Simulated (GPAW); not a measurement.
Crystal: Cu.

```
Cu
1.0
     0.00000    1.80750    1.80750
     1.80750    0.00000    1.80750
     1.80750    1.80750    0.00000
Cu
1
Direct
  0.00000 0.00000 0.00000
```

| Property | Result |
| --- | --- |
| Program | GPAW 26.7.0 |
| Task | relaxation of cell and atoms |
| Functional | RPBE |
| Potentials or basis | the program's PAW data sets (release 1.2.1) made for this functional |
| Cutoff | 600 eV |
| Basis | pw |
| k mesh | 13 × 13 × 13 |
| Occupations | fermi-dirac, width 0.05 eV |
| Spin | no spin polarisation |

At the start: pressure 8.3 GPa; volume 11.81 Å³/atom.

Question: How do energy, volume and symmetry change on relaxing?

Answer: Over 4 steps the energy falls by 18.4 meV/atom and the volume is 12.53 Å³/atom (+6.1 %); space group Fm-3m (No. 225, to 0.05 Å).

Step by step:
```
step  energy change (eV)  largest force (eV/Å)  pressure (GPa)  volume (Å³)
   1              0.0000                0.0000            8.31        11.81
   2             -0.0127                0.0000            4.31        12.12
   3             -0.0183                0.0000            0.34        12.49
   4             -0.0184                0.0000            0.02        12.53
```

Final structure:
```xyz
1
Lattice="0.0000 1.8433 1.8433 1.8433 0.0000 1.8433 1.8433 1.8433 0.0000" Properties=species:S:1:pos:R:3 pbc="T T T"
Cu    0.0000    0.0000    0.0000
```

Caveat: with this Cu data set, volumes or pressures lay over 1.5 % or 2 GPa off other programs in two to four cells of ten; later steps reuse the first step's grids.
